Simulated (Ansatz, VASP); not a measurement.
**One calculation of PbO2, two programs**

Contents of INCAR:

```
ALGO = Normal ; EDIFF = 1E-6
ENCUT = 520 ; GGA = PE
ISIF = 2 ; ISMEAR = -1
LASPH = True ; LCHARG = True
LELF = True ; LREAL = False
LVHAR = True ; LWAVE = False
NBANDS = 20 ; NELM = 100
PREC = Accurate ; SIGMA = 0.05
```

File KPOINTS:

```
k-points
0
Gamma
  12 12 12
```

File POSCAR:

```
PbO2
1.0
    0.0000000000      2.7019920000      2.7019920000
    2.7019920000      0.0000000000      2.7019920000
    2.7019920000      2.7019920000      0.0000000000
Pb O
1 2
Direct
    0.0000000000      0.0000000000      0.0000000000
    0.2500000000      0.2500000000      0.2500000000
    0.7500000000      0.7500000000      0.7500000000
```

Input for Ansatz:

```yaml
crystal:
  lattice:
    - [0.0, 2.701992, 2.701992]
    - [2.701992, 0.0, 2.701992]
    - [2.701992, 2.701992, 0.0]
  atoms:
    - { symbol: Pb, position: [0.0, 0.0, 0.0] }
    - { symbol: O, position: [0.25, 0.25, 0.25] }
    - { symbol: O, position: [0.75, 0.75, 0.75] }
kpoints:
  mp_grid: { grid: [12, 12, 12] }
  band_path:
    path:
      - [0.0, 0.0, 0.0]
      - [0.5, 0.0, 0.5]
      - [0.625, 0.25, 0.625]
      - [0.375, 0.375, 0.75]
      - [0.0, 0.0, 0.0]
      - [0.5, 0.5, 0.5]
      - [0.5, 0.25, 0.75]
      - [0.5, 0.0, 0.5]
    npoints: 8
scf:
  occupations: { method: fermi_dirac, width: 0.05 }
hamiltonian:
  xc: pbe
  pseudopotentials: { kind: all_electron, lapw: { basis_error: 0.001 } }
output:
  forces: true
  stress: true
  eigenvalues: true
  populations: true
  dos: { projected: true, de: 0.2, e_range: [-14, 8] }
```

The cell comes from a database or a generator and needn't be the stable form of this composition.

Alike in both runs: task single point; functional PBE; k mesh 12 × 12 × 12; occupations fermi-dirac, width 0.05 eV; no spin polarisation.

|  | VASP | Ansatz |
| --- | --- | --- |
| version | VASP 6.6.1 | Ansatz 0.2.0 |
| potentials or method | VASP PAW PBE potentials, release 64 (Pb_d, O) | all-electron LAPW, scalar-relativistic |
| plane-wave cutoff (eV) | 520 | see its input |

```csv
,VASP,Ansatz,Ansatz less VASP
pressure (GPa),0.4,0.3,-0.19
```

Ansatz ran all-electron here, so the differences hold the error of VASP's frozen core and of both bases.

Spin-orbit coupling is left out, which matters for the levels of Pb.
